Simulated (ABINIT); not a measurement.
**C: single point with LDA**

C, a slab with vacuum:

```
CELL_PARAMETERS angstrom
2.45623 0.00000 0.00000
-1.22811 2.12716 0.00000
0.00000 0.00000 24.13396
ATOMIC_POSITIONS crystal
C 0.66667 0.33333 0.57048
C 0.33333 0.66667 0.42952
C 0.00000 0.00000 0.42953
C 0.00000 0.00000 0.57047
```

| Property | Result |
| --- | --- |
| Program | ABINIT 10.8.3 (patched build) |
| Task | single point |
| Functional | LDA |
| Potentials or basis | HGH LDA |
| Cutoff | 1225 eV |
| k mesh | 9 × 9 × 2 |
| Occupations | fermi-dirac, width 0.05 eV |
| Spin | no spin polarisation |

```json
{
 "Largest force": "0.035 eV/Å",
 "Band gap on the k mesh": "none (metal or under the smearing width)",
 "All electrons inside the program's atomic spheres": "C 4.78 (radii [1.0584] Å)"
}
```

Forces on the atoms (eV/Å):
```
C    0.000  0.000 -0.002
C    0.000  0.000  0.002
C    0.000  0.000  0.035
C    0.000  0.000 -0.035
```

Levels at points of the mesh, in eV from the Fermi level:
| k point | band 6 | band 7 | band 8 | band 9 | band 10 | band 11 |
| --- | --- | --- | --- | --- | --- | --- |
| (0.00, 0.00, 0.00) | -3.05 | -3.04 | -3.04 | 3.46 | 3.99 | 4.61 |
| (0.00, 0.00, 0.50) | -3.05 | -3.04 | -3.04 | 3.46 | 3.98 | 4.70 |

It took 4.4 min on 1 thread of AMD EPYC 7R43 64-Core Processor (Zen 3), on a shared host, peak memory 0.16 GiB.

Caveat: HGH potentials are hard and often keep d shells in the core, so these values are rough.
